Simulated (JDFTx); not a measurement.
**ZrSe2 under changes of volume**

One of the cells (25.784 Å³/atom); the others are scaled copies at fixed shape and fractional positions:

```
CELL_PARAMETERS angstrom
3.79800 0.00000 0.00000
-1.89900 3.28916 0.00000
0.00000 0.00000 6.19200
ATOMIC_POSITIONS crystal
Zr 0.00000 0.00000 0.00000
Se 0.66667 0.33333 0.75000
Se 0.33333 0.66667 0.25000
```

```yaml
Program: JDFTx 1.7.0 (patched build)
Functional: PBEsol
Potentials_or_basis: PseudoDojo-SR-PBEsol-0.4.1-standard with smoothed tails
Cutoff: 1170 eV
Density_cutoff: 9361 eV
k_mesh: 8 × 8 × 5
Occupations: fermi-dirac, width 0.05 eV
Spin: no spin polarisation
```

| volume (Å³/atom) | energy over the lowest point (meV/atom) | pressure (GPa) | gap on the mesh (eV) | largest force (eV/Å) |
| --- | --- | --- | --- | --- |
| 24.237 | ? | ? | ? | ? |
| 24.753 | 4.28 | 2.2 | 0.31 | 0.549 |
| 25.268 | 0.00 | 0.4 | 0.33 | 0.311 |
| 25.784 | 1.19 | -1.2 | 0.35 | 0.085 |
| 26.300 | 7.34 | -2.6 | 0.38 | 0.122 |
| 26.815 | 17.93 | -3.9 | 0.40 | 0.313 |
| 27.331 | 32.53 | -5.1 | 0.42 | 0.495 |

Question: What does the run at 24.237 Å³/atom give?

Answer: Energy over the lowest point 14.62 meV/atom; pressure 4.2 GPa; gap on the mesh 0.28 eV; largest force 0.808 eV/Å.

Worked out: A Birch-Murnaghan fit of order 3 (a polynomial in V^(-2/3)) to the other rows has its minimum at 25.41 Å³/atom with B0 = V·E''(V) = 82 GPa and B' = 4.2 at fixed shape and positions, which overstates the stiffness. It gives 14.69 meV/atom at 24.237 Å³/atom, against the run's 14.62, and -dE/dV = 4.2 GPa, against 4.2. A straight line through the other rows of the gap, of slope 1.14 eV per unit of ln V, extrapolates to 0.28 eV, against the run's 0.28.

Energies are extrapolated to zero smearing.

Caveats: an odd mesh through Γ misses points on the zone boundary, where band edges often lie; this functional lacks dispersion, which binds the layers, so the pressure and a relaxed spacing across them are unreliable. Spin-orbit coupling on Se, Zr is left out.
